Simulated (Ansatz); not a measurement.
# SiNi (P2_13)

The calculation used DFT PBE, scalar-relativistic, plane waves, PAW in Ansatz.

Plane waves to 420 eV, a k mesh through Γ of 8×8×8 on the computed 8-atom cell and Gaussian smearing (0.10 eV); no spin polarisation.

The structure is relaxed at this level of theory with its symmetry kept. This form isn't the usual stable structure of the compound.

```xyz
8
Lattice="4.5186 0.0000 0.0000 0.0000 4.5186 0.0000 0.0000 0.0000 4.5186" Properties=species:S:1:pos:R:3 pbc="T T T"
Si    3.8246    3.8246    3.8246
Si    2.9533    0.6940    1.5653
Si    1.5653    2.9533    0.6940
Si    0.6940    1.5653    2.9533
Ni    0.6726    0.6726    0.6726
Ni    1.5868    3.8461    2.9319
Ni    2.9319    1.5868    3.8461
Ni    3.8461    2.9319    1.5868
```

```json
{
  "Space group": "P2_13 (No. 198)",
  "Volume per atom": "77.8 bohr³",
  "Formation energy from the elements' standard states (uncorrected)": "-0.402 eV/atom",
  "Kohn–Sham band gap": "none (metal)",
  "Density of states at the Fermi level": "2.09 states/eV per cell",
  "Löwdin character within 0.5 eV of the Fermi level": "Ni 3d 50 %, Si 3p 26 %, Si 3s 18 %",
  "Bulk modulus": "179 GPa",
  "Its pressure derivative": "4.8",
  "Bader charges (e)": "Si (4 in the cell) 0.30, Ni (4 in the cell) -0.30"
}
```

A ferromagnetic start lost its moments in a first run, so spin was left out; other magnetic orders weren't tried.

Cost: 9 runs of about 14 core-minutes in all, on Arm Neoverse V1 (shared hosts).